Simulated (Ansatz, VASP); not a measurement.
## Al in VASP and in Ansatz

```xyz
1
Lattice="-1.5912 1.5912 1.5912 1.5912 -1.5912 1.5912 1.5912 1.5912 -1.5912" Properties=species:S:1:pos:R:3 pbc="T T T"
Al    0.0000    0.0000    0.0000
```

This isn't the form of Al at room conditions, which is fcc.

Alike in both runs: task relaxation of cell and atoms; functional LDA; k mesh 13 × 13 × 13; no spin polarisation.

|  | VASP | Ansatz |
| --- | --- | --- |
| version | VASP 6.6.1 | Ansatz 0.2.0 |
| potentials or method | VASP PAW LDA potentials, release 64 (Al) | plane waves, PAW |
| plane-wave cutoff (eV) | 600 | 420 |
| occupations | methfessel-paxton of order 1, width 0.15 eV | cold, width 0.15 eV |
| valence electrons in the cell | 3 | 3 |

```csv
,VASP,Ansatz,Ansatz less VASP
relaxed volume (Å³/atom),16.12,16.12,0.000
relaxed cell length with the largest relative difference (Å),2.756,2.756,0.0000
```

Caveats: the relaxation stopped at its first step, so nothing moved.
